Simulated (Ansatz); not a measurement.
Input for Ansatz (plane-wave DFT, PAW):

```yaml
crystal:
  lattice:
    - [-1.9161204562, 1.9161204562, 4.6088375361]
    - [1.9161204562, -1.9161204562, 4.6088375361]
    - [1.9161204562, 1.9161204562, -4.6088375361]
  atoms:
    - { symbol: Sc, position: [0.0, 0.0, 0.0] }
    - { symbol: Al, position: [0.75, 0.25, 0.5] }
    - { symbol: Al, position: [0.25, 0.75, 0.5] }
    - { symbol: Al, position: [0.5, 0.5, 0.0] }
basis:
  ecutwfc: 420
kpoints:
  mp_grid: { grid: [14, 14, 14] }
hamiltonian:
  xc: pbe
scf:
  occupations: { method: gaussian, width: 0.1 }
output:
  forces: true
  stress: true
  eigenvalues: true
  populations: true
```

Command:
```bash
ansatz run input.yaml --threads 1 --pin off --max-ram 1331MiB --backend cpu --events-out ev --progress --plain --runs-dir out
```

These are results of Ansatz, DFT PBE, scalar-relativistic, plane waves, PAW, not measurements.

Part of what the program printed, abridged (iterations and final results):

```
SCF iter   1: F=—  HF=-3749.541701 eV  |F-HF|=—  |Δ(HF+E_count)|=         —  Δρ=3.99e-3  dr2=2.14e-2  ethr=1.77e-3  ⟨swp⟩=5.5  Hψ=20657  notcnv=0
SCF iter   2: F=—  HF=-3749.537003 eV  |F-HF|=—  |Δ(HF+E_count)|=   4.70e-3  Δρ=1.48e-3  dr2=2.05e-3  ethr=1.07e-4  ⟨swp⟩=2.0  Hψ=5922  notcnv=0  defer=2
SCF iter   3: F=—  HF=-3749.536593 eV  |F-HF|=—  |Δ(HF+E_count)|=   4.10e-4  Δρ=6.75e-4  dr2=3.68e-4  ethr=1.02e-5  ⟨swp⟩=2.0  Hψ=3844  notcnv=0  defer=2
SCF iter   4: F=—  HF=-3749.536518 eV  |F-HF|=—  |Δ(HF+E_count)|=   7.53e-5  Δρ=8.59e-5  dr2=6.42e-6  ethr=1.84e-6  ⟨swp⟩=2.6  Hψ=4977  notcnv=0  defer=2
SCF iter   5: F=—  HF=-3749.536484 eV  |F-HF|=—  |Δ(HF+E_count)|=   3.35e-5  Δρ=2.08e-5  dr2=2.95e-7  ethr=3.21e-8  ⟨swp⟩=2.6  Hψ=5333  notcnv=0  defer=2
SCF iter   6: F=-3749.536484 eV  HF=-3749.536484 eV  |F-HF|=1.04e-9  |Δ(HF+E_count)|=   4.12e-8  Δρ=2.09e-6  dr2=3.30e-9  ethr=5.00e-10  ⟨swp⟩=5.4  Hψ=14771  notcnv=0
SCF 1 converged in 6 iterations: F = -3749.536484 eV  dr2 = 3.30e-9
SCF converged after 6 iterations
Free energy (F): -3749.536484 eV
Harris-Foulkes:  -3749.536484 eV  (|F-HF|=1.04e-9)
Internal energy: -3749.525631 eV  (E = F + TS)
E sigma→0 (E₀):  -3749.531058 eV
Entropy (-TS):   -0.010853 eV (-2.713 meV/atom)
Fermi energy:    8.825859 eV
--- Per-component energies (eV) ---
  E_band       = -123.448602
  E_kinetic    = 334.074323
  E_local      = -1008.982133  (includes V_loc(G=0)·N_el)
  E_nonlocal   = 115.668601
  E_hartree    = 391.461329
  E_xc         = -225.496096
  E_vxc        = -218.639384  (∫ρ·V_xc dr)
  E_paw        = -2358.680805  (= ΣΔE_a)
  E_vpaw       = -128.491583  (= ΣTr[D̂ρ^β])
  E_aug_tail   = 0.000003  (compensation charges beyond the density's cutoff)
  E_ewald      = -997.570854
  E_smearing   = -0.010853  (= −TS)
--- Forces (eV/Å), atoms counted from 1 ---
  atom   1  Sc     0.00000000     0.00000000     0.00000000
  atom   2  Al     0.00000000     0.00000000     0.00000000
  atom   3  Al     0.00000000     0.00000000     0.00000000
  atom   4  Al     0.00000000     0.00000000     0.00000000
--- Stress (GPa, compression-positive) ---
       10.631278       0.000000       0.000000
        0.000000      10.631278       0.000000
        0.000000       0.000000      -3.693757
  P = ⅓ Tr σ = 5.8563 GPa (58.563 kbar)
--- Band table (eV; the first three rows and the last of 244) ---
  k-point 0: bands = ["-39.6757", "-18.3915", "-18.3687", "-18.3687", "-0.7274", "5.6447", "6.0669", "8.1391", "8.2300", "8.2300", "10.9022", "11.0738", "11.0738", "11.2128"]
  k-point 1: bands = ["-39.6754", "-18.3910", "-18.3717", "-18.3712", "-0.6198", "5.7427", "6.0677", "7.8102", "7.9939", "8.0700", "10.0390", "11.2849", "11.4749", "11.6019"]
  k-point 2: bands = ["-39.6746", "-18.3895", "-18.3801", "-18.3782", "-0.3004", "6.0153", "6.0488", "7.0164", "7.6740", "7.7587", "8.9765", "11.7200", "11.7497", "11.8752"]
  k-point 243: bands = ["-39.6757", "-18.3965", "-18.3690", "-18.3690", "0.5748", "1.6686", "7.5466", "8.4431", "8.4431", "9.1303", "10.5897", "10.5897", "11.0130", "12.2862"]
--- Löwdin populations: 4 sites ---
  site symbol q [e]
     0     Sc     10.5435
     1     Al      3.1220
     2     Al      3.1220
     3     Al      3.0861
  spilling = 0.006327 (of n_electrons = 20.000000)
```

The run converged.